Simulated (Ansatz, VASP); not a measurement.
Si3Ge in VASP and in Ansatz

```
Ge Si
1.0
     3.86250    0.00000    0.00000
    -1.93125    3.34502    0.00000
     0.00000    0.00000    6.38500
Ge Si
1 3
Cartesian
  0.0000 2.2300 0.0000
  1.9313 1.1150 3.1925
  0.0000 2.2300 2.3880
  1.9313 1.1150 5.5805
```

The cell comes from a database or a generator and needn't be the stable form of this composition.

Alike in both runs: task single point; functional PBEsol; k mesh 6 × 6 × 4; occupations gaussian, width 0.1 eV; no spin polarisation.

|  | VASP | Ansatz |
| --- | --- | --- |
| version | VASP 6.6.1 | Ansatz 0.2.0 |
| potentials or method | VASP PAW PBE potentials, release 64 (Ge_d, Si) | scalar-relativistic, plane waves, PAW |
| plane-wave cutoff (eV) | 520 | 420 |
| valence electrons in the cell | 26 | 26 |

|  | VASP | Ansatz | Ansatz less VASP |
| --- | --- | --- | --- |
| gap on the k mesh at the Fermi level (eV) | 0.31 | 0.31 | +0.002 |
| least direct gap on the mesh (eV) | 0.64 | 0.63 | -0.003 |
| pressure (GPa) | 0.0 | 0.0 | -0.03 |
| largest component of the traceless stress (GPa) | 0.23 | 0.23 | -0.005 |
| rms of the force components (eV/Å) | 0.157 | 0.161 | +0.0034 |

Atom by atom the forces differ by 0.003 eV/Å (rms over components).

Caveats: the PAW data sets were made with another functional, which shifts forces and pressure a little (VASP).
